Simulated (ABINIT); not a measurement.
# Quasiparticle gap of BaS (Fm-3m) in ABINIT

Aim: the G0W0 gap of BaS (Fm-3m) on LDA, step by step.

Main program and level: ABINIT 10.8.3; LDA and many-body steps on it, plane waves.

Most raw output is cut from this account.

## Step 1: The starting structure

Symmetry: Fm-3m, No. 225, cubic system. Conventional cell: a = 6.388 Å, b = 6.388 Å, c = 6.388 Å, α = 90.00°, β = 90.00°, γ = 90.00°. Nearest to Ba lie 6 S at 3.19 Å. S has 6 Ba at 3.19 Å nearest. Farther neighbours and most contacts between anions are not listed.

The cell and positions come from the Crystallography Open Database and are kept as given unless a step says otherwise. Spin-orbit coupling is left out unless a step names it.

## Step 2: Ground state

This step: ABINIT 10.8.3; DFT, LDA, plane waves, norm-conserving pseudopotentials.

The ground-state density comes first.

Input file run.abi:

```
acell 3*1.0 Angstrom
rprim 
  0.000000000000 3.193750000000 3.193750000000
  3.193750000000 0.000000000000 3.193750000000
  3.193750000000 3.193750000000 0.000000000000
ntypat 2
znucl 56 16
natom 2
typat 1 2
xred 
  0.000000000000 0.000000000000 0.000000000000
  0.500000000000 0.500000000000 0.500000000000
pp_dirpath "pseudos"
pseudos "Ba.upf, S.upf"
ecut 21
ngkpt 6 6 6
nshiftk 1
shiftk 0 0 0
kptopt 1
chksymbreak 0
nband 13
occopt 1
tolvrs 1e-10
nstep 60
prtwf 0
optforces 0
optstress 0
indata_prefix "in"
outdata_prefix "out"
tmpdata_prefix "tmp"
```

On the command line:

```bash
$ OMP_NUM_THREADS=1 mpirun -n 4 abinit run.abi > log
```

It took 11 s on 4 MPI ranks of Arm Neoverse N1, shared host; peak memory 0.26 GiB; 41 s of CPU time.

Numbers from this step:

```
total energy               : -1071.6963 eV
gap                        : 1.948 eV
k of the valence top       : 0, 0, 0
k of the conduction bottom : 0.5, 0.5, 0
least direct gap           : 2.079 eV
```

The gap is indirect, with the least direct gap 0.13 eV higher.

## Step 3: Bands along the symmetry lines

The cheap functional maps the bands first; the places of the edges decide which points the dearer methods must see.

Input file run.abi:

```
acell 3*1.0 Angstrom
rprim 
  0.000000000000 3.193750000000 3.193750000000
  3.193750000000 0.000000000000 3.193750000000
  3.193750000000 3.193750000000 0.000000000000
ntypat 2
znucl 56 16
natom 2
typat 1 2
xred 
  0.000000000000 0.000000000000 0.000000000000
  0.500000000000 0.500000000000 0.500000000000
pp_dirpath "pseudos"
pseudos "Ba.upf, S.upf"
ecut 21
iscf -2
irdden 1
kptopt 0
nkpt 50
kpt 
  0.00000000 0.00000000 0.00000000
  0.06250000 0.00000000 0.06250000
  0.12500000 0.00000000 0.12500000
  0.18750000 0.00000000 0.18750000
  0.25000000 0.00000000 0.25000000
  0.31250000 0.00000000 0.31250000
  0.37500000 0.00000000 0.37500000
  0.43750000 0.00000000 0.43750000
  0.50000000 0.00000000 0.50000000
  0.51562500 0.03125000 0.51562500
  0.53125000 0.06250000 0.53125000
  0.54687500 0.09375000 0.54687500
  0.56250000 0.12500000 0.56250000
  0.57812500 0.15625000 0.57812500
  0.59375000 0.18750000 0.59375000
  0.60937500 0.21875000 0.60937500
  0.62500000 0.25000000 0.62500000
  0.37500000 0.37500000 0.75000000
  0.32812500 0.32812500 0.65625000
  0.28125000 0.28125000 0.56250000
  0.23437500 0.23437500 0.46875000
  0.18750000 0.18750000 0.37500000
  0.14062500 0.14062500 0.28125000
  0.09375000 0.09375000 0.18750000
  0.04687500 0.04687500 0.09375000
  0.00000000 0.00000000 0.00000000
  0.06250000 0.06250000 0.06250000
  0.12500000 0.12500000 0.12500000
  0.18750000 0.18750000 0.18750000
  0.25000000 0.25000000 0.25000000
  0.31250000 0.31250000 0.31250000
  0.37500000 0.37500000 0.37500000
  0.43750000 0.43750000 0.43750000
  0.50000000 0.50000000 0.50000000
  0.50000000 0.46875000 0.53125000
  0.50000000 0.43750000 0.56250000
  0.50000000 0.40625000 0.59375000
  0.50000000 0.37500000 0.62500000
  0.50000000 0.34375000 0.65625000
  0.50000000 0.31250000 0.68750000
  0.50000000 0.28125000 0.71875000
  0.50000000 0.25000000 0.75000000
  0.50000000 0.21875000 0.71875000
  0.50000000 0.18750000 0.68750000
  0.50000000 0.15625000 0.65625000
  0.50000000 0.12500000 0.62500000
  0.50000000 0.09375000 0.59375000
  0.50000000 0.06250000 0.56250000
  0.50000000 0.03125000 0.53125000
  0.50000000 0.00000000 0.50000000
istwfk *1
nband 15
nbdbuf 2
tolwfr 1e-08
nstep 40
prtwf 0
prtvol 0
indata_prefix "in"
outdata_prefix "out"
tmpdata_prefix "tmp"
```

Elapsed: 18 s, on 4 MPI ranks; peak memory 0.26 GiB.

Numbers from this step:

* gap: 1.948 eV
* k of the valence top: 0, 0, 0
* k of the conduction bottom: 0.5, 0, 0.5
* least direct gap: 2.079 eV

The gap is 1.948 eV, as in the run before at this level.

The electronic bands at the labelled points (eV, zero at the top of the highest filled band; v1 is the highest filled band, c1 the lowest empty one):

```csv
point,v4,v3,v2,v1,c1,c2,c3,c4
Γ,-10.31,0.00,0.00,0.00,3.32,3.75,3.75,3.75
halfway,-9.70,-1.31,-0.17,-0.17,2.64,4.49,5.24,5.63
X,-10.21,-0.52,-0.13,-0.13,1.95,5.86,5.90,7.46
halfway,-10.03,-0.53,-0.42,-0.28,2.29,6.19,6.27,6.75
U,-9.70,-0.97,-0.60,-0.54,3.14,5.82,6.52,6.67
jump to K,-9.70,-0.97,-0.60,-0.54,3.14,5.82,6.52,6.67
halfway,-9.42,-1.45,-0.89,-0.34,3.92,4.59,4.83,5.78
Γ,-10.31,0.00,0.00,0.00,3.32,3.75,3.75,3.75
halfway,-9.52,-1.19,-0.63,-0.63,3.94,4.63,4.63,5.17
L,-9.05,-1.99,-1.08,-1.08,5.43,5.45,6.23,6.23
halfway,-9.35,-1.52,-0.86,-0.78,4.53,4.73,6.57,6.78
W,-9.66,-1.13,-0.49,-0.49,4.14,4.14,6.22,6.76
halfway,-9.91,-0.67,-0.53,-0.31,2.61,6.01,6.03,6.82
X,-10.21,-0.52,-0.13,-0.13,1.95,5.86,5.90,7.46
```

## Step 4: Empty states on the mesh, 4×4×4 mesh, 38 bands

The sums over transitions need many empty states on a uniform mesh; this step solves for them.

Input file run.abi:

```
acell 3*1.0 Angstrom
rprim 
  0.000000000000 3.193750000000 3.193750000000
  3.193750000000 0.000000000000 3.193750000000
  3.193750000000 3.193750000000 0.000000000000
ntypat 2
znucl 56 16
natom 2
typat 1 2
xred 
  0.000000000000 0.000000000000 0.000000000000
  0.500000000000 0.500000000000 0.500000000000
pp_dirpath "pseudos"
pseudos "Ba.upf, S.upf"
ecut 21
ngkpt 4 4 4
nshiftk 1
shiftk 0 0 0
kptopt 1
chksymbreak 0
iscf -2
irdden 1
istwfk *1
nband 38
nbdbuf 4
tolwfr 1e-09
nstep 60
prtvol 0
indata_prefix "in"
outdata_prefix "out"
tmpdata_prefix "tmp"
```

Wall time 12 s (4 MPI ranks); peak memory 0.24 GiB.

Numbers from this step:

```
gap                                                           : 1.948 eV
k of the valence top                                          : 0, 0, 0
k of the conduction bottom                                    : 0.5, 0.5, 0
least direct gap                                              : 2.079 eV
k points computed                                             : 8
lowest point of the top converged band, above the valence top : 24.87 eV
```

On this mesh the gap is 1.948 eV.

## Step 5: Screening, 4×4×4 mesh, 34 bands, screening to 87.1 eV

The RPA dielectric matrix is built and inverted for each q.

This step: RPA screening on LDA, plane waves, norm-conserving pseudopotentials.

Changes to run.abi since step 4:

```diff
@@ -20,10 +20,11 @@
 chksymbreak 0
-iscf -2
-irdden 1
 istwfk *1
-nband 38
-nbdbuf 4
-tolwfr 1e-09
-nstep 60
-prtvol 0
+occopt 1
+irdwfk 1
+optdriver 3
+nband 34
+ecuteps 3.2
+inclvkb 2
+awtr 1
+symchi 1
 indata_prefix "in"
```

Elapsed: 12 s, on 4 MPI ranks; peak memory 0.4 GiB; 44 s of CPU time.

Numbers from this step:

- ε∞ with local fields, on this mesh, along the program's q direction: 5.123
- the same without local fields: 6.017
- plasma frequency: 18.40 eV
- plane waves in the screening matrix: 113

Local fields lower ε∞ by 15 %.

## Step 6: Self-energy, 4×4×4 mesh, 34 bands, screening to 87.1 eV

The self-energy is evaluated for the states that the input lists, and the levels follow from it, in one-shot runs by the linearised quasiparticle equation.

This step: G0W0 on LDA, plane waves, norm-conserving pseudopotentials.

Changes to run.abi since step 5:

```diff
@@ -23,8 +23,17 @@
 irdwfk 1
-optdriver 3
+optdriver 4
 nband 34
+gwcalctyp 0
+ecutsigx 21
+symsigma 1
+nkptgw 2
+kptgw 
+  0.0000000000 0.0000000000 0.0000000000
+  0.5000000000 0.5000000000 0.0000000000
+bdgw 
+  6 12
+  7 10
 ecuteps 3.2
-inclvkb 2
-awtr 1
-symchi 1
+irdscr 1
+ppmodel 1
 indata_prefix "in"
```

It took 6.6 s on 4 MPI ranks; peak memory 0.4 GiB; 24 s of CPU time.

Numbers from this step:

| Quantity | Value |
| --- | --- |
| G0W0 gap on the points computed | 3.360 eV |
| starting gap on the mesh | 1.948 eV |
| k of the valence top | 0, 0, 0 |
| k of the conduction bottom | 0.5, 0.5, 0 |
| Z at the valence top | 0.77 |
| Z at the conduction bottom | 0.827 |
| least direct G0W0 gap on the computed points | 3.509 eV |

The gap on the mesh goes from 1.95 eV to 3.36 eV, a correction of +1.41 eV.

Limits: finite bands, cutoff and mesh; no spin-orbit coupling. v1 is the top filled band, c1 the lowest empty one. The levels before and after the correction (eV, zero at the valence-band top of each column):

|  | conduction bottom | valence top |
| --- | --- | --- |
| Kohn-Sham | 1.95 | 0.00 |
| G0W0 | 3.36 | 0.00 |

|  | level | energy (eV) |
| --- | --- | --- |
| Kohn-Sham | Γ v3-v1 | 0.000 |
| Kohn-Sham | Γ c1 | 3.322 |
| Kohn-Sham | Γ c2-c4 | 3.747 |
| Kohn-Sham | (0.5 0.5 0) v2-v1 | -0.131 |
| Kohn-Sham | (0.5 0.5 0) c1 | 1.948 |
| Kohn-Sham | (0.5 0.5 0) c2 | 5.861 |
| G0W0 | Γ v3-v1 | 0.000 |
| G0W0 | Γ c1 | 4.690 |
| G0W0 | Γ c2-c4 | 5.423 |
| G0W0 | (0.5 0.5 0) v2-v1 | -0.149 |
| G0W0 | (0.5 0.5 0) c1 | 3.360 |
| G0W0 | (0.5 0.5 0) c2 | 7.667 |

## Step 7: Where the time went

Times are wall times on 4 MPI ranks of Arm Neoverse N1, shared host, good to a factor of about two.

```csv
step,time,share,memory (GiB)
ground state,11 s,19 %,0.26
bands along the symmetry lines,18 s,30 %,0.26
empty states on the mesh,12 s,19 %,0.24
screening,12 s,20 %,0.4
self-energy,6.6 s,11 %,0.4
```

## Step 8: Outcome

```yaml
lda_gap: 1.95 eV, indirect
g0w0_gap_on_the_mesh: 3.36 eV
gw_settings: 4×4×4 mesh, 34 bands, screening to 87.1 eV, Godby-Needs plasmon pole
known_limits: not at the basis limit; no spin-orbit coupling
```

In words: G0W0 moves the gap on the mesh from 1.95 eV to 3.36 eV (+1.41 eV), with Z of 0.77 and 0.83 at the edges. Local fields lower the RPA ε∞ on this mesh from 6.02 to 5.12. Only 2 of the mesh's irreducible points were corrected, so a valley elsewhere could overtake. Bands and cutoff are finite, so the gap is not at the basis limit. The miss can reach some tenths of an eV and take either sign; the mesh is an error of its own. In the G0W0 run levels were corrected at 2 k points alone, so a gap called «on the mesh» is the least over those, and an edge elsewhere would be missed. The many-body steps are scalar-relativistic: spin-orbit coupling is not in them.

[Paths, hosts, dates, memory and timing lines, banners, echoed tables and standing remarks are left out of the program output.]

[Logs are printed without paths, hosts, clocks, repeated set-up lines and the standing remarks that a program may print on its own settings, such as how far it seeks lower states.]

[Runs of the session that timed out or met a known fault of the program may be left out.]

[Hosts, paths, dates, database ids (printed as entryN), source tags and the programs' standing remarks are cut or masked in the printed files.]

[G0W0 gaps are taken among the corrected bands and points alone; a level outside them can change the order at an edge.]

[Where Ansatz stands beside ABINIT at settings called matched, ABINIT's density can come from a denser mesh and the files from another edition; pairs whose starting gaps differed by over 0.03 eV were left out, so agreement reads better than it is.]
